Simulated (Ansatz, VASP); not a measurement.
**GaN in VASP and in Ansatz**

```
Ga N
1.0
     0.00000    2.16333    2.16333
     2.16333    0.00000    2.16333
     2.16333    2.16333    0.00000
Ga N
1 1
Direct
  0.00000 0.00000 0.00000
  0.50000 0.50000 0.50000
```

Change from the starting cell: volume scaled by 1.04.

Alike in both runs: task single point; functional PBEsol; k mesh 11 × 11 × 11; occupations fermi-dirac, width 0.05 eV; no spin polarisation.

```csv
,VASP,Ansatz
version,VASP 6.6.1,Ansatz 0.2.0
potentials or method,"VASP PAW PBE potentials, release 64 (Ga_d, N), cutoff 520 eV","all-electron LAPW, scalar-relativistic"
```

```tsv
	VASP	Ansatz	Ansatz less VASP
gap on the k mesh at the Fermi level (eV)	0.24	0.25	+0.009
least direct gap on the mesh (eV)	1.91	1.91	+0.001
pressure (GPa)	-14.1	-14.6	-0.44
```

Ansatz ran all-electron here, so the differences hold the error of VASP's frozen core and of both bases.

Caveats: an odd mesh through Γ misses points on the zone boundary, where band edges often lie; the PAW data sets were made with another functional, which shifts forces and pressure a little (VASP).
